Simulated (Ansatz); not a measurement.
# Σ5 (210) boundary in fcc Ag with B (interstitial): structure and resistance, part 2 of 2

Wanted: what the Σ5 (210) boundary in fcc Ag with B (interstitial) costs an interconnect.

Ansatz 0.2.0; Ansatz plane-wave DFT, PBE, PAW files; relaxation of a bicrystal slab with its lowest layers held; PAW set soft_1 (the session's first sound run).

So far. Step 2 (Relaxing the bicrystal): The largest force component on a free atom ends at 0.028 eV/Å, under the tolerance of 0.03, after 11 steps.

## (3) Transmission across the boundary

Bulk layers of each grain are laid under and over the relaxed boundary, and a lead is named in the middle of each, away from the free faces. The mesh across the current, 18×18, is finer than the density's, because channels open and close sharply across the zone. Energies from -0.1 to 0.1 eV in steps of 0.05 eV are too few for the program's thermal sum, so it prints no conductance; for a metal the transmission near the Fermi level serves, at a fraction of the cost.

This step: Ansatz plane-wave DFT, PBE, PAW files; ballistic transport by layer matching (Landauer), zero bias; boundary relaxed in a short slab, bulk layers laid on; PAW set soft_1 (Ansatz 0.2.0).

System of this step: Σ5 (210) boundary in fcc Ag with B (interstitial). The cell holds 48 atoms: 47 Ag and 1 B. Cell: a = 5.005 Å, b = 4.086 Å, c = 51.009 Å, α = 90.0°, β = 90.0°, γ = 65.9°. It derives from Ag. Regions: lower grain, 19 atoms (19 Ag); boundary, 14 atoms (13 Ag and 1 B); upper grain, 15 atoms (15 Ag). Vacuum lies along c.

The input, input.yaml:

```yaml
crystal:
  lattice:
    - [5.0045524935, 0.0, 0.0]
    - [1.6681841645, 3.7301731908, 0.0]
    - [0.0, 0.0, 51.0089795528]
  atoms:
    - { symbol: Ag, position: [-14.9999999996, 7.4999999997, 0.0784175656] }
    - { symbol: Ag, position: [-14.3999999997, 7.1999999998, 0.0963301391] }
    - { symbol: Ag, position: [-13.7999999997, 6.8999999998, 0.1142427127] }
    - { symbol: Ag, position: [-13.1999999997, 6.5999999998, 0.1321552862] }
    - { symbol: Ag, position: [-12.5999999997, 6.2999999998, 0.1500678597] }
    - { symbol: Ag, position: [-11.9999999997, 5.9999999998, 0.1679804333] }
    - { symbol: Ag, position: [-11.3999999997, 5.6999999998, 0.1858930068] }
    - { symbol: Ag, position: [-10.7999999997, 5.3999999998, 0.2038055803] }
    - { symbol: Ag, position: [-10.1999999998, 5.0999999998, 0.2217181538] }
    - { symbol: Ag, position: [-9.5999999998, 4.7999999998, 0.2396307274] }
    - { symbol: Ag, position: [-8.9999999998, 4.4999999999, 0.2575433009] }
    - { symbol: Ag, position: [-8.3999999998, 4.1999999999, 0.2754558744] }
    - { symbol: Ag, position: [-7.7999999998, 3.8999999999, 0.293368448] }
    - { symbol: Ag, position: [-7.1999999998, 3.5999999999, 0.3112810215] }
    - { symbol: Ag, position: [-6.5999999998, 3.2999999999, 0.329193595] }
    - { symbol: Ag, position: [-5.9999999998, 2.9999999999, 0.3471061686] }
    - { symbol: Ag, position: [-5.3999999999, 2.6999999999, 0.3650187421] }
    - { symbol: Ag, position: [-4.7999999999, 2.3999999999, 0.3829313156] }
    - { symbol: Ag, position: [-4.1999999999, 2.0999999999, 0.4008438892] }
    - { symbol: Ag, position: [0.4000000001, 0.7999999999, 0.4187564627] }
    - { symbol: Ag, position: [0.0015027206, 0.4992486397, 0.4382172871] }
    - { symbol: Ag, position: [0.6080092234, 0.1959953883, 0.4565665365] }
    - { symbol: Ag, position: [0.2114277442, 0.8942861279, 0.473571532] }
    - { symbol: Ag, position: [0.8080201021, 0.595989949, 0.4940161596] }
    - { symbol: Ag, position: [0.4377628097, 0.2811185952, 0.5157500681] }
    - { symbol: Ag, position: [0.0417260686, -0.0208630343, 0.5270689371] }
    - { symbol: B, position: [0.5445162036, 0.7277418982, 0.5342793342] }
    - { symbol: Ag, position: [0.9328360306, 0.5335819847, 0.5617406909] }
    - { symbol: Ag, position: [0.3497469775, 0.8251265113, 0.5767761638] }
    - { symbol: Ag, position: [0.7463228036, 0.1268385982, 0.5974095703] }
    - { symbol: Ag, position: [0.1442573615, 0.4278713192, 0.6154506225] }
    - { symbol: Ag, position: [0.5386066099, 0.730696695, 0.6336996261] }
    - { symbol: Ag, position: [0.9362432168, 0.0318783916, 0.6528938314] }
    - { symbol: Ag, position: [-4.6637567832, 2.3318783916, 0.670806405] }
    - { symbol: Ag, position: [-5.2637567832, 2.6318783916, 0.6887189785] }
    - { symbol: Ag, position: [-5.8637567832, 2.9318783916, 0.706631552] }
    - { symbol: Ag, position: [-6.4637567831, 3.2318783916, 0.7245441256] }
    - { symbol: Ag, position: [-7.0637567831, 3.5318783915, 0.7424566991] }
    - { symbol: Ag, position: [-7.6637567831, 3.8318783915, 0.7603692726] }
    - { symbol: Ag, position: [-8.2637567831, 4.1318783915, 0.7782818462] }
    - { symbol: Ag, position: [-8.8637567831, 4.4318783915, 0.7961944197] }
    - { symbol: Ag, position: [-9.4637567831, 4.7318783915, 0.8141069932] }
    - { symbol: Ag, position: [-10.0637567831, 5.0318783915, 0.8320195667] }
    - { symbol: Ag, position: [-10.663756783, 5.3318783915, 0.8499321403] }
    - { symbol: Ag, position: [-11.263756783, 5.6318783915, 0.8678447138] }
    - { symbol: Ag, position: [-11.863756783, 5.9318783915, 0.8857572873] }
    - { symbol: Ag, position: [-12.463756783, 6.2318783914, 0.9036698609] }
    - { symbol: Ag, position: [-13.063756783, 6.5318783914, 0.9215824344] }
kpoints:
  mp_grid: { grid: [7, 7, 1] }
hamiltonian:
  xc: pbe
  pseudopotentials: { kind: paw, azcp: { folder: soft_1 } }
scf:
  occupations: { method: fermi_dirac, width: 0.1 }
output:
  transmission:
    leads: [[10, 11], [39, 40]]
    kmesh: [18, 18]
    e_range: [-0.1, 0.1]
    de: 0.05
  write_potential: true
  write_density: true
  volumetric_format: npy
  elf: true
```

Command:

```bash
ansatz run input.yaml --threads 4 --pin off --max-ram 15360MiB --backend cpu --events-out ev --progress --plain --runs-dir out
```

Numbers of over 12 decimals in the logs are rounded to 6 here.

The log of the run:

```text
[...]
Crystal: 48 atoms, lattice volume = 952.228 Å³
Basis set: ecut = 420 eV, 18671 PW (Γ)
Bands: 538, of which v1, the nominal top of the filled ones, is band 448 counted from 1 (447 counted from 0)
Symmetry: 2 space group operations
[...]
k-points: 16 of 49 (time reversal used)
[...]
SCF iter   1: F=—  HF=-356922.702428 eV  |F-HF|=—  |Δ(HF+E_count)|=         —  Δρ=6.65e-2  dr2=6.38e1  ethr=3.10e-3  ⟨swp⟩=5.0  Hψ=25743  notcnv=0  defer=842
[...]
SCF iter  10: F=-356910.011122 eV  HF=-356910.011123 eV  |F-HF|=3.26e-8  |Δ(HF+E_count)|=   2.22e-7  Δρ=2.12e-6  dr2=4.96e-8  ethr=1.12e-11  ⟨swp⟩=11.2  Hψ=37540  notcnv=0
SCF 1 converged in 10 iterations: F = -356910.011122 eV  dr2 = 4.96e-8
[...]
transmission: 360 of 3549 steps passed
transmission: 718 of 3549 steps passed
[...]
transmission: 3549 of 3549 steps passed
WARN: The input density's exchange-correlation potential varies sharply where the density is thin. Do not read a vacuum level from v_tot or v_xc, or from such a field of the output density. On a cell that repeats whose density bears no net charge and no dipole along the vacuum's axis use v_es (v_loc + v_h of the components); under efield.dipole_correction with no amplitude use v_es + v_field, which holds any external [...]
SCF converged after 10 iterations
the last check of whether an eigenvalue changes by more than its tolerance under the output density was not made (no_room)
Free energy (F): -356910.011122 eV
[...]
Internal energy: -356909.581568 eV  (E = F + TS)
E sigma→0 (E₀):  -356909.796345 eV
Entropy (-TS):   -0.429555 eV (-8.949 meV/atom)
Fermi energy:    13.988833 eV
[...]
--- Band table (eV; the first three rows and the last of 16) ---
  k-point 0: bands = [... 444 lower, 15.5406, 15.6403, 15.6743, 15.8044, 15.8405, 15.8853, 15.9341, 16.0321, ... 86 higher]
  k-point 1: bands = [... 444 lower, 15.2927, 15.3093, 15.4018, 15.4660, 15.5398, 15.7050, 15.7281, 15.9240, ... 86 higher]
  k-point 2: bands = [... 444 lower, 14.5995, 14.6436, 14.6841, 14.7172, 14.8164, 14.9130, 14.9568, 15.0480, ... 86 higher]
  k-point 15: bands = [... 444 lower, 12.6110, 12.8812, 12.9836, 13.3486, 13.5060, 13.5973, 13.8237, 13.9734, ... 86 higher]
--- Transmission ---
  basis      : 165 plane waves across, 39 finite elements along
  points     : 91, standing for a mesh of 18 x 18
  energies   : 5 from -0.100000 to 0.100000 eV about the Fermi level, 0.050000 eV apart; the leads are filled to 0.000000 eV, and channels, transmission and decay are at 0.000000 eV
  crystal 0  : Ag3, at the sites [10, 11], period 2.7411 Å, over 18.27 Å; its Hamiltonian steps by up to 19.7 meV
    offset         : up to 0.0000 Å between an atom of the period and one for which it stands
    channels       : 2.151235e0 a spin
    conductance    : none, the energies end too early or step too widely for 300 K: set another output.transmission.e_range or a lower de, or, where they end at an eighth of basis.ecutwfc, a higher one
[...]
channels       : 2.151235e0 a spin
[...]
junction   : crystal 0 to crystal 1, 12.92 to 37.66 Å
    transmission   : 1.491977e0 a spin
[...]
```

Elapsed: 18 min, on 4 threads of Arm Neoverse V1, shared host; peak memory 11 GiB.

In the SCF lines HF is the Harris–Foulkes energy and dr2 the Hartree energy of the density residual, in eV; the loop may stop once dr2 is under the threshold and the program's other checks hold. Hψ counts applications of the Hamiltonian.

Numbers from this step:

```yaml
free_energy: -356910.0111 eV
energy_at_zero_smearing: -356909.7963 eV
fermi_energy: 13.99 eV
cell_area: 18.67 Å²
transmission_per_spin_nearest_the_fermi_level: 1.492
open_channels_per_spin_nearest_the_fermi_level: 2.151
open_channels_per_spin_upper_lead: 2.151
step_of_the_lead_s_potential: 19.7 meV
step_of_the_upper_lead_s_potential: 46.4 meV
```

Per spin. Transmission, zone mean against energy, zero at the Fermi level:

```
energy (eV)  transmission, zone mean
    -0.1000                     1.49
    -0.0500                     1.49
     0.0000                     1.49
     0.0500                     1.50
     0.1000                     1.48
```

Per spin. Table of open channels, zone mean by energy, zero at the Fermi level:

```
energy (eV)  lead  upper lead
    -0.1000  2.13        2.13
    -0.0500  2.14        2.14
     0.0000  2.15        2.15
     0.0500  2.16        2.16
     0.1000  2.15        2.16
```

Transmission over k1 and k2. At 0.0000 eV from the Fermi level.

Ten even steps from '0' (0.04) to '9' (2.28):
```
348999843368888863
889999887756666577
999999998540004589
999999873333333378
888887763334333677
788777763311336777
676777753323357777
777777633333367777
677777533333577777
777776333333677777
677775332335777767
777763311336777788
877633343336778888
987333333337899999
998540004589999999
877566665778899998
336888886334899984
234899843234899843
```
Columns: k1 (b1) from -0.5 to 0.444; rows upwards: k2 (b2) from -0.5 to 0.444.

Open channels over k1 and k2. At 0.0000 eV from the Fermi level.

Ten even steps from '0' (1.00) to '9' (3.00):
```
559999955599999995
999999999955995599
999999999550005599
999999999000000999
999999550000000559
555555550000005555
555555550000055555
555555500000055555
555555500000555555
555555000000555555
555555000005555555
555550000005555555
995500000005599999
999900000099999999
999550005599999999
999559955999999999
559999999555999995
555999955555999955
```
Columns: k1 (b1) from -0.5 to 0.444; rows upwards: k2 (b2) from -0.5 to 0.444.

Valence density in the ca plane at fractional y = 0.700, with atoms of Ag and B within 0.2 Å of it. It is the smooth field of the valence electrons, not physical close to the nuclei.

Values in units of 1e0 e/Å³, 7 rows by 16 columns, each cell a mean:
```
0.2 0.2 0.3 1.8 0.3 0.7 2.2 0.3 0.3 2.9 1.0 0.2 0.2 0.2 0.2 0.5
0.8 0.1 0.2 0.4 0.2 1.9 7.3 0.5 0.3 1.4 0.6 0.1 0.2 0.6 0.2 3.6
4.5 0.2 0.8 0.2 0.1 0.5 1.6 0.4 0.6 0.4 0.3 0.1 1.7 8.7 0.6 2.5
1.8 0.8 7.1 0.9 0.2 0.3 0.2 0.3 0.5 0.6 3.5 0.5 1.8 9.5 0.6 0.2
0.2 0.6 4.6 0.6 0.6 1.5 0.2 0.2 0.3 0.7 5.2 0.7 0.3 0.7 0.2 0.1
0.3 0.2 0.3 0.2 0.5 1.3 0.2 0.3 0.3 0.2 0.6 0.2 0.3 0.2 0.2 0.2
0.3 0.2 0.2 0.9 0.3 0.2 0.2 0.3 0.3 0.5 0.3 0.2 0.5 0.2 0.2 0.2
```
Columns run along c (16.0 Å, from fractional 0.37 to 0.69 of the cell), rows up along a (5.0 Å). Atoms in or near the plane, at fractional coordinates: B at (0.53, 0.54), Ag at (0.63, 0.54).

Electrostatic potential energy in the ca plane at fractional y = 0.700, with atoms of Ag and B within 0.2 Å of it. With pseudopotentials it is smooth inside the atoms' cores, unlike the true potential.

Values in eV, 7 rows by 16 columns, each cell a mean:
```
 15  16  11  -7  12   7  -4  13  13 -10   3  15  13  15  15  10
  7  16  15  10  15  -1 -12   9  12  -2   8  16  14   7  15  -4
 -5  14   5  14  17   9  -2   6  -9  12  12  16   2  -9   8  -2
  1   6 -13   5  15  13  15   8  -9   7 -11   9   1  -8   8  14
 15   8 -10   8   8  -4  15  14  13   7 -13   7  13   6  15  16
 13  14  11  14   8  -2  14  12  12  14   7  14  13  15  15  15
 12  14  14   3  13  13  15  12  12   8  13  14   8  14  14  15
```
Columns run along c (16.0 Å, from fractional 0.37 to 0.69 of the cell; values clipped at the 3rd and 97th percentile), rows up along a (5.0 Å). Atoms in or near the plane, at fractional coordinates: B at (0.53, 0.54), Ag at (0.63, 0.54).

ELF in the ca plane at fractional y = 0.700, with atoms of Ag and B within 0.2 Å of it. It is the smooth field of the valence electrons, not physical close to the nuclei.

Ten even steps from '0' (0.08) to '9' (0.76), each cell a mean:
```
11111112344211112321111124543111111111111111
11111111343211135542111124553111111111111123
21111111122111146763134423442111111111111146
53111111111111145653368863221111111343211247
74111121111111123432574596211111113566421136
74111344311111111113750078212211114698521123
52112566421111111113673386245531113577521111
21112576521112221112478873256642112344211111
11112455311123442111234542246541111111111111
11111122111124542111111111123321111111111111
11111111111113331111122111111111111111111111
11111111121111111111122111111111122111111111
11111111333211111111111112321111122111111111
```
Columns run along c (16.0 Å, from fractional 0.37 to 0.69 of the cell), rows up along a (5.0 Å). Atoms in or near the plane, at fractional coordinates: B at (0.53, 0.54), Ag at (0.63, 0.54).

Over the solved energies the transmission per spin lies between 1.48 and 1.50, out of 2.15 channels of the lead on average (up to 2.16). The log calls the step of a lead's potential too much.

## (4) Specific resistance

This step: Ansatz plane-wave DFT, PBE, PAW files; ballistic transport by layer matching (Landauer), zero bias; specific resistance of the boundary; PAW set soft_1 (Ansatz 0.2.0).

This step gave:

- area resistance: 0.4958 fΩ m²
- T over the leads' mean channel count: 0.6936

Averaged over the energies near the Fermi level, 69.4 % of the channels pass, which makes 0.496 fΩ m².

By hand, with T and the leads' channels N averaged over the energies near the Fermi level: RA = A (h/2e²)(1/T − ½[1/N₁ + 1/N₂]) = 18.67×10⁻²⁰ m² × 12 906 Ω × (1/1.489 − ½[1/2.145 + 1/2.149]) = 0.496 fΩ m².

## (5) Summary of results

```json
{"specific resistance of the boundary": "0.496 fΩ m²", "share of channels that pass": "0.694"}
```

**Reading.** The boundary has a specific resistance of 0.50 fΩ m². The boundary reflects 31 % of the channels; 0.50 fΩ m² is 5.0×10⁻¹² Ω·cm². That equals the resistance of 30 nm of bulk Ag at 300 K (measured 1.629 µΩ cm, CRC Handbook of Chemistry and Physics, 84th ed., 2003, Electrical Resistivity of Pure Metals). One B in 18.7 Å² of boundary is a high coverage. In the relaxation the upper grain slid sideways by about 0.6 Å, so the result belongs to the position that it found, not to the starting one. One starting structure was relaxed; another shift or atom count at the boundary may lie lower. A lead's potential steps by up to 46 meV from period to period, which the log calls too much, so longer leads could move the result.

[Logs are printed without paths, hosts, clocks, repeated set-up lines and the standing remarks that a program may print on its own settings, such as how far it seeks lower states.]

[Hosts, paths, dates, database ids (printed as entryN), source tags and the programs' standing remarks are cut or masked in the printed files.]
